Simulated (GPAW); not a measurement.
# AlN (P6_3mc) in GPAW: notebook

The runs below take AlN through equation of state, band structure, with vdW-DF2, TASK, BLYP.

Program: GPAW 26.7.0. These are calculated values, not measurements. Logs are shortened: lines on timing, memory, paths and dates and some standing lists are left out, and cuts for length are marked. The log counts tension as positive stress, the text compression.

**The experiment to reproduce.**

“Self-assembly of well-separated AlN nanowires directly on sputtered metallic TiN films”, 2019, arxiv:1910.07391 quotes, for a bulk crystal of AlN at 10 K: band gap 6.034 eV (an exciton energy, a little under the gap).

“Structural and optical properties of self-assembled AlN nanowires grown on SiO2/Si substrates by molecular beam epitaxy”, 2024, arxiv:2402.00216 quotes, for a bulk crystal of AlN at 0 K: band gap 6.0343 eV (an exciton energy, a little under the gap).

The runs below are set against these values where they give the same quantity.

**1. The structure**

It takes space group P6_3mc (No. 186, hexagonal). Conventional cell: a = 3.113 Å, b = 3.113 Å, c = 4.981 Å, α = 90.00°, β = 90.00°, γ = 120.00°. Al (site symmetry 3m) has 4 N at 1.89 Å as nearest neighbours. N (site symmetry 3m) is surrounded by 4 Al at 1.89 Å.

**2. Equation of state, vdW-DF2**

run.py reads:

```python
from ase.eos import EquationOfState
from ase.io import Trajectory, read
from ase.units import GPa
from gpaw import GPAW, PW

atoms = read('POSCAR')

traj = Trajectory('eos.traj', 'w')
volumes, energies = [], []
for x in [0.94, 0.96, 0.98, 1.0, 1.02, 1.04, 1.06]:
    a = atoms.copy()
    a.set_cell(atoms.cell * x**(1 / 3), scale_atoms=True)
    calc = GPAW(mode=PW(800),
                xc={'name': 'vdW-DF2', 'backend': 'libvdwxc'},
                kpts={'size': (7, 7, 4), 'gamma': True},
                occupations={'name': 'fermi-dirac', 'width': 0.05},
                nbands=18,
                convergence={'density': 1e-05, 'energy': 1e-05},
                maxiter=150,
                txt=f'eos-{x:.2f}.txt')
    a.calc = calc
    energies.append(a.get_potential_energy(force_consistent=True))
    volumes.append(a.get_volume())
    calc.write(f'eos-{x:.2f}.gpw')
    traj.write(a)
    print(f'{x:.2f} {volumes[-1]:10.4f} A^3 {energies[-1]:14.6f} eV', flush=True)

v0, e0, B = EquationOfState(volumes, energies, eos='birchmurnaghan').fit()
print(f'V0 = {v0:.4f} A^3, E0 = {e0:.6f} eV, B0 = {B / GPa:.2f} GPa')
```

POSCAR reads:

```
AlN
1.0
    3.1130000000      0.0000000000      0.0000000000
   -1.5565000000      2.6959370820      0.0000000000
    0.0000000000      0.0000000000      4.9810000000
Al N
2 2
Direct
    0.6666666667      0.3333333333      0.5000000000
    0.3333333333      0.6666666667      0.0000000000
    0.6666666667      0.3333333333      0.8800000000
    0.3333333333      0.6666666667      0.3800000000
```

Potentials or basis: GPAW PAW data sets (gpaw-data 1.2.1), pw.

Command:

```console
$ OMP_NUM_THREADS=1 python run.py
```

Output:

```text
__  _  _
 | _ |_)|_||  |
 |__||  | ||/\| - 26.7.0

Input parameters:
  mode=PW(ecut=800.0),
  convergence={'density': 1e-05, 'energy': 1e-05},
  kpts=MonkhorstPack(size=(7, 7, 4), gamma=True),
  maxiter=150,
  nbands=18,
  occupations=Occupations(name='fermi-dirac', width=0.05),
  xc=XC(name='vdW-DF2', backend='libvdwxc')

Diagonalizing LCAO Hamiltonian
Converting LCAO to pw mode

           N

           Al
        N

        Al

Atoms  # Å, Bohr magnetons
|   | symbol |         x |        y |        z |    initial magnetic moments |
|---|--------|-----------|----------|----------|-----------------------------|
| 0 |     Al |  1.524726 | 0.880301 | 2.439659 | ( 0.0000,  0.0000,  0.0000) |
| 1 |     Al | -0.000000 | 1.760602 | 0.000000 | ( 0.0000,  0.0000,  0.0000) |
| 2 |      N |  1.524726 | 0.880301 | 4.293800 | ( 0.0000,  0.0000,  0.0000) |
| 3 |      N | -0.000000 | 1.760602 | 1.854141 | ( 0.0000,  0.0000,  0.0000) |

Unit cell  # Å
| periodic |         x |        y |        z |  lengths |     angles |
|----------|-----------|----------|----------|----------|------------|
|      yes |  3.049452 | 0.000000 | 0.000000 | 3.049452 |  90.000000 |
|      yes | -1.524726 | 2.640903 | 0.000000 | 3.049452 |  90.000000 |
|      yes |  0.000000 | 0.000000 | 4.879318 | 4.879318 | 120.000000 |

Number of symmetries: 6
Symmetry operations  # r_c * U_cc + t_c -> r_c
|   | kind |            matrix            |
|---|------|------------------------------|
| 0 |  σ   |  1, 1, 0,  0,-1, 0,  0, 0, 1 |
| 1 |  E   |  1, 0, 0,  0, 1, 0,  0, 0, 1 |
| 2 |  C3  |  0, 1, 0, -1,-1, 0,  0, 0, 1 |
| 3 |  σ   |  0,-1, 0, -1, 0, 0,  0, 0, 1 |
| 4 |  σ   | -1, 0, 0,  1, 1, 0,  0, 0, 1 |
| 5 |  C3  | -1,-1, 0,  1, 0, 0,  0, 0, 1 |

BZ-sampling:
  Number of BZ points: 196
  Number of IBZ points: 28

  Monkhorst-Pack size: [7, 7, 4]
  Monkhorst-Pack shift: [0.0, 0.0, 0.125]

K-points  # in reciprocal-cell coordinates
|     |                                coordinates |     weight |
|-----|--------------------------------------------|------------|
|   0 | (  0.00000000,   0.00000000,   0.00000000) | 0.00510204 |
|   1 | (  0.00000000,   0.00000000,   0.25000000) | 0.01020408 |
|   2 | (  0.00000000,   0.00000000,   0.50000000) | 0.00510204 |
|   3 | (  0.14285714,   0.00000000,  -0.25000000) | 0.03061224 |
|   4 | (  0.14285714,   0.00000000,   0.00000000) | 0.03061224 |
|   5 | (  0.14285714,   0.00000000,   0.25000000) | 0.03061224 |
|   6 | (  0.14285714,   0.00000000,   0.50000000) | 0.03061224 |
|   7 | (  0.28571429,  -0.14285714,   0.00000000) | 0.03061224 |
|   8 | (  0.28571429,  -0.14285714,   0.25000000) | 0.06122449 |
|   9 | (  0.28571429,  -0.14285714,   0.50000000) | 0.03061224 |
| ... |                                            |            |
|  27 | (  0.42857143,   0.42857143,   0.50000000) | 0.03061224 |

Plane wave coefficients: 2028
Cutoff: 800.0 eV

Spin-components: 1 (collinear spins)
Bands:           18
Projectors:      20
Spin-degeneracy: 2
Datatype:        complex128

Parallelization:
  kpt:    1
  domain: 1
  band:   1

Density:
  Valence electrons: 16.0
  Components: 1
  Grid points: [20 20 32]
  Charge: 0.0  # |e|

Potential:
  Grid points: [20 20 32]

species:
  Al:
    name:    Aluminium
    Z:       13.0
    valence: 3
    core:    10
    charge:  0.0  # [|e|]
    compensation charges:
      type: gauss
      rc: 0.34  # [Å]
      lmax: 2
    cutoffs:
      filter: 1.91  # [Å]
      core: 2.36  # [Å]
    projectors
    | kind |    occ | energy [eV] | rcut [Å] |
    |------|--------|-------------|----------|
    |   3s |  2.000 |      -7.753 |    1.085 |
    |   3p |  1.000 |      -2.712 |    1.085 |
    |    s |        |      19.459 |    1.085 |
    |    p |        |      24.499 |    1.085 |
    |    d |        |       0.000 |    1.085 |

    Using partial waves for Al as LCAO basis

  N:
    name:    Nitrogen
    Z:       7.0
    valence: 5
    core:    2
    charge:  0.0  # [|e|]
    compensation charges:
      type: gauss
      rc: 0.18  # [Å]
      lmax: 2
    cutoffs:
      filter: 1.11  # [Å]
      core: 0.96  # [Å]
    projectors
    | kind |    occ | energy [eV] | rcut [Å] |
    |------|--------|-------------|----------|
    |   2s |  2.000 |     -18.583 |    0.603 |
    |   2p |  3.000 |      -7.089 |    0.529 |
    |    s |        |       8.629 |    0.603 |
    |    p |        |      20.123 |    0.529 |
    |    d |        |       0.000 |    0.577 |

    Using partial waves for N as LCAO basis

Reference energy: -16170.289538  # eV

eigensolver:
  PPCG
  Converge bands: occupied
  niter=2

density mixing:
  MSR1-Mixer
  Pratt-step length: 0.05
  Maximum mixing coefficient: 0.75
  Old densities: 10
  SVD Regularization: 0.005
  Good broyden scale: 1.0
  Trust region scale: 1.0
  Backstep threshold: 4.0
  History deletion threshold: 6.0
  Fourier metric: weight=20.0, sigma=0.015

occupation numbers:
  Fermi-Dirac:
    width: 0.0500  # eV

poisson solver:
  ecut: 6400.0  # eV

xc functional:
  name: vdW-DF2 with libvdwxc
  Mode: serial
  Semilocal: GGA_X_RPW86+LDA_C_PW with 2 nearest neighbor stencil
  Local blocksize: 40 x 40 x 64
  PAW datasets: PBE

convergence criteria:
- Maximum integral of absolute [dens]ity change: 1e-05 electrons / valence electron
- Maximum [total energy] change in last 3 cyles: 1e-05 eV / valence electron
- Maximum integral of absolute [eigenst]ate change: 4e-08 eV^2 / valence electron
maximum number of iterations: 150

SCF iterations
|iter     | |      energy | eigst |  dens |
|---------|-|-------------|-------|-------|
|iter:   1| | -104.343956 | -0.34 |       |
|iter:   2| | -102.825141 | -1.96 | -0.50 |
|iter:   3| |  -98.399212 | -0.56 | -0.55 |
|iter:   4| |  -98.452729 | -2.59 | -1.22 |
|iter:   5| |  -98.483989 | -2.83 | -1.50 |
|iter:   6| |  -98.484452 | -4.98 | -2.54 |
|iter:   7| |  -98.484636 | -5.29 | -2.93 |
|iter:   8| |  -98.484639 | -6.78 | -3.84 |
|iter:   9| |  -98.484640c| -7.56c| -4.29 |
|iter:  10| |  -98.484640c| -8.38c| -4.67 |
|iter:  11| |  -98.484640c| -7.71c| -5.35c|

Converged in 11 steps
Energy contributions relative to reference atoms: (reference = -16170.289538)

Energy contributions:
  Kinetic:          61.847872
  Coulomb:         -52.027657
  Zero:              0.175446
  External:          0.000000
  Xc:             -108.480300
  Entropy:          -0.000000
  Spinorbit:         0.000000
  ----------------------------
  Free energy:     -98.484640
  Extrapolated:    -98.484640

dipole moment: (-0.000000, -0.000001, -6.749984)  # |e|*Ang

Fermi level: 8.087
Eigenvalues  # (at kpt = [0.000, 0.000, 0.000])
| band index |      eig [eV] | occ [0-2] |
|------------|---------------|-----------|
|          0 |        -8.553 |     2.000 |
|          1 |        -6.276 |     2.000 |
|          2 |         0.803 |     2.000 |
|          3 |         5.974 |     2.000 |
|          4 |         5.974 |     2.000 |
|          5 |         6.615 |     2.000 |
[... 8 lines left out ...]
|         14 |        20.850 |     0.000 |
|         15 |        20.857 |     0.000 |
|        ... |               |           |
|         17 |        22.824 |     0.000 |

Gap: 5.282 eV
Transition (v -> c):
  (s=0, k=0, n=7, [0.00, 0.00, 0.00]) -> (s=0, k=0, n=8, [0.00, 0.00, 0.00])
No difference between direct/indirect transitions
# Writing to eos-0.94.gpw (mode='')
```

Wall time 94 s (1 thread of AMD EPYC 9R14 (Zen 4), shared host); peak memory 0.32 GiB.

Results:

```yaml
Equilibrium_volume: 10.98 Å³/atom
Bulk_modulus_at_fixed_shape_and_positions: 178 GPa
Pressure_derivative_of_the_bulk_modulus: "4.8 (rough: it moves with the points fitted)"
```

Energy against volume, from the lowest point:
```tsv
volume (Å³/atom)	energy (meV/atom)
9.824	83.07
10.033	53.26
10.242	30.99
10.451	15.07
10.660	4.92
10.869	0.16
11.078	0.00
```

Caveat: the cell was scaled at fixed shape and fractional positions, which overstates the stiffness of a crystal with free parameters, most of all of layers and chains; the PAW data sets were made with another functional, which shifts forces and pressure a little.

**3. Band structure, TASK**

run.py reads:

```python
from ase.dft.bandgap import bandgap
from ase.io import read, write
from ase.units import GPa
from gpaw import GPAW, PW

atoms = read('POSCAR')

calc = GPAW(mode=PW(800),
            xc='MGGA_X_TASK+LDA_C_PW',
            kpts={'size': (7, 7, 4), 'gamma': True},
            occupations={'name': 'fermi-dirac', 'width': 0.05},
            nbands=18,
            convergence={'density': 1e-05, 'energy': 1e-05},
            maxiter=150,
            txt='gpaw.txt')
atoms.calc = calc
energy = atoms.get_potential_energy()
forces = atoms.get_forces()
stress = atoms.get_stress()
calc.write('gs.gpw')
write('result.traj', atoms)
print(f'Energy: {energy:.6f} eV')
print('Forces (eV/A):')
print(forces.round(4))
print('Stress (GPa):', (stress / GPa).round(3))
print('Fermi level:', round(calc.get_fermi_level(), 4), 'eV')
print(f'Gap: {bandgap(calc)[0]:.4f} eV, direct: {bandgap(calc, direct=True)[0]:.4f} eV')

path = atoms.cell.bandpath('GMKGALHA,LM,KH', npoints=80, eps=1e-4)
bs_calc = calc.fixed_density(kpts=path, symmetry='off', nbands=29,
                             convergence={'bands': 'CBM+6.0', 'eigenstates': 1e-6}, txt='bands.txt')
bs = bs_calc.band_structure()
bs.write('bs.json')
print(f'Gap on the path: {bandgap(bs_calc)[0]:.4f} eV')
```

POSCAR is that of step 2.

Potentials or basis: GPAW PAW data sets (gpaw-data 1.2.1), pw.

Command:

```console
$ OMP_NUM_THREADS=1 python run.py
```

It took 2 min on 1 thread of AMD EPYC 9R14 (Zen 4), shared host; peak memory 0.37 GiB.

Results (log left out):

```
Free energy             : -35.4484 eV
Pressure                : 9.9 GPa
Largest force           : 0.167 eV/Å
Band gap on the k mesh  : 5.87 eV, direct
Band gap along the path : 5.87 eV, direct
```

Forces on the atoms (eV/Å):
```
Al   0.000  0.000 -0.166
Al   0.000  0.000 -0.167
N    0.000  0.000  0.167
N    0.000  0.000  0.165
```

Stress tensor (GPa, compression positive):
```
 9.57  0.00  0.00
 0.00  9.57  0.00
 0.00  0.00 10.48
```

Levels at the corners of the path, in eV from the valence-band top:
```tsv
point	band 5	band 6	band 7	band 8	band 9	band 10	band 11	band 12
Γ	-0.90	-0.21	-0.21	0.00	5.87	8.79	12.89	13.33
M	-3.46	-2.21	-1.79	-0.71	7.35	7.66	10.27	12.51
K	-3.75	-2.59	-2.45	-2.45	6.59	10.26	11.73	11.73
Γ	-0.90	-0.21	-0.21	0.00	5.87	8.79	12.89	13.33
A	-0.56	-0.56	-0.56	-0.56	8.28	8.28	12.73	12.73
L	-1.53	-1.53	-1.43	-1.43	6.96	6.96	11.49	11.49
H	-4.03	-4.03	-0.83	-0.83	9.19	9.19	9.77	9.77
A	-0.56	-0.56	-0.56	-0.56	8.28	8.28	12.73	12.73
L	-1.53	-1.53	-1.43	-1.43	6.96	6.96	11.49	11.49
M	-3.46	-2.21	-1.79	-0.71	7.35	7.66	10.27	12.51
K	-3.75	-2.59	-2.45	-2.45	6.59	10.26	11.73	11.73
H	-4.03	-4.03	-0.83	-0.83	9.19	9.19	9.77	9.77
```

Caveat: the PAW data sets were made with another functional, which shifts forces and pressure a little.

(Part 1 of 2 ends here.)
